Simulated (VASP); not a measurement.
Crystal: TaS2.

```
CELL_PARAMETERS angstrom
3.35000 0.00000 0.00000
-1.67500 2.90119 0.00000
0.00000 0.00000 5.86000
ATOMIC_POSITIONS crystal
Ta 0.00000 0.00000 0.00000
S 0.33333 0.66667 0.25000
S 0.66667 0.33333 0.75000
```

Base run:

```yaml
Program: VASP 6.6.1
Functional: PBEsol
Potentials_or_basis: VASP PAW PBE potentials, release 64 (Ta_pv, S)
Cutoff: 520 eV
k_mesh: 7 × 7 × 3
Occupations: gaussian, width 0.05 eV
Spin: collinear spin, random start
Starting_moments: "[0.12, 0.0, 0.0] μB"
Hubbard_terms: Ta d U = 8 eV
```

Its results: band gap on the k mesh none (metal or under the smearing width); pressure 14.2 GPa; net moment 0.19 μB per cell; site moments Ta +0.16; S -0.01 μB; largest force 1.807 eV/Å.

Problem. The run is repeated on the same cell with these changes: hubbard terms from Ta d U = 8 eV to Ta d U = 5 eV; moments at the start from [0.12, 0.0, 0.0] to [-0.28, 0.0, 0.0]. What comes out?

Solution. Band gap on the k mesh none (metal or under the smearing width); pressure 10.4 GPa; net moment -0.16 μB per cell; site moments Ta -0.13; S +0.01 μB; largest force 1.491 eV/Å.

Caveats: the PAW data sets were made with another functional, which shifts forces and pressure a little; this functional lacks dispersion, which binds the layers, so the pressure and a relaxed spacing across them are unreliable.
